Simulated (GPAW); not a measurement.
Runs of GPAW 26.7.0 on WC (Qusongite). The structure is hexagonal, space group P-6m2 (No. 187). The conventional cell has a = 2.907 Å, b = 2.907 Å, c = 2.837 Å, α = 90.00°, β = 90.00°, γ = 120.00°. W (site symmetry -6m2) has 6 C at 2.20 Å as nearest neighbours. C (site symmetry -6m2) has 6 W at 2.20 Å as nearest neighbours. 

```csv
task,level,potentials or basis,cell,eigensolver,optimizer,fmax,max steps,convergence,gap on the mesh (eV),pressure (GPa),relaxed volume (Å³/atom)
relaxation of cell and atoms,BLYP,"PAW data sets generated in the run's folder for this functional, pw",relaxed,davidson,FIRE,0.02 eV/Å,100,density=1e-05 forces=0.0001,none,0.0,10.82
relaxation of cell and atoms,RPBE+D3(BJ),"the program's PAW data sets (release 1.2.1) made for this functional, pw",relaxed to 20 GPa,-,FIRE,0.02 eV/Å,60,density=1e-05 forces=0.0001,none,19.8,-
relaxation of cell and atoms,PBEsol+D4,"PAW data sets generated in the run's folder for this functional, pw",relaxed,-,LBFGS,0.02 eV/Å,60,density=1e-05 forces=0.0001,none,0.0,10.18
band structure,LDA,"the program's PAW data sets (release 1.2.1) made for this functional, pw",as given,-,-,-,-,-,-,(a),-
relaxation of cell and atoms,BLYP+D4,"PAW data sets generated in the run's folder for this functional, pw",relaxed to -2 GPa,davidson,LBFGS,0.02 eV/Å,100,density=1e-05 forces=0.0001,none,-2.0,-
```

Alike in all rows: no spin polarisation; k mesh 10 × 10 × 9; cutoff (eV) 800; smearing fermi-dirac 0.05 eV.

Problem. Fill in the values left out.

Solution. (a) -11.6.

Caveats: later steps reuse the first step's grids (some runs); pairwise dispersion overbinds metals, which lowers pressure and volume (some runs); spin-orbit coupling is left out, which moves the levels of the heavy elements (some runs).

A k mesh can miss the band edges, and the runs leave out spin-orbit coupling on W.

A gap of «none» marks a metal or a gap under the smearing width.

Runs at the PBE level aren't shown here.
